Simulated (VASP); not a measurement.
# KBr: single point with PBEsol

KBr:

```
K Br
1.0
     0.00000    3.55590    3.16080
     3.55590    0.00000    3.16080
     3.55590    3.55590    0.00000
K Br
1 1
Cartesian
  0.0000 0.0000 0.0000
  3.5559 3.5559 3.1608
```

Measurements of this composition are mostly on another form, of space group No. 225.

The cell isn't the ideal one: strain +0.080 along x and y, -0.040 along z, atoms carried along.

```
Program                : VASP 6.6.1
Task                   : single point
Functional             : PBEsol
Potentials or basis    : VASP PAW PBE potentials, release 64 (K_sv, Br)
Cutoff                 : 520 eV
k mesh                 : 6 × 6 × 6
Occupations            : gaussian, width 0.05 eV
Spin                   : no spin polarisation
Dipole correction      : no
Further INCAR settings : ALGO = Fast; EDIFF = 1e-06; NBANDS = 15
```

The pressure is -0.9 GPa and the band gap on the k mesh is 4.02 eV, direct.

Stress tensor (GPa, compression positive):
```
-1.76  0.00  0.00
 0.00 -1.76  0.00
 0.00  0.00  0.73
```

Levels at points of the mesh, in eV from the valence-band top:
```tsv
k point	band 4	band 5	band 6	band 7	band 8	band 9	band 10	band 11	band 12	band 13
(0.00, 0.00, 0.00)	-11.38	-11.38	-0.02	-0.02	0.00	4.02	7.30	7.30	7.99	8.00
(0.50, 0.00, 0.00)	-11.38	-11.11	-1.05	-0.30	-0.29	6.21	7.67	9.21	9.41	9.52
(0.50, 0.50, 0.00)	-11.41	-11.41	-0.64	-0.35	-0.35	5.75	6.94	9.19	9.33	9.35
(0.50, 0.00, 0.50)	-11.41	-11.39	-0.77	-0.25	-0.18	5.93	6.66	8.55	9.08	9.36
```

It took 42 s on 1 thread of Intel(R) Xeon(R) Platinum 8488C (Sapphire Rapids), with other jobs on the host, peak memory 0.23 GiB.

Caveat: the PAW data sets were made with another functional, which shifts forces and pressure a little.
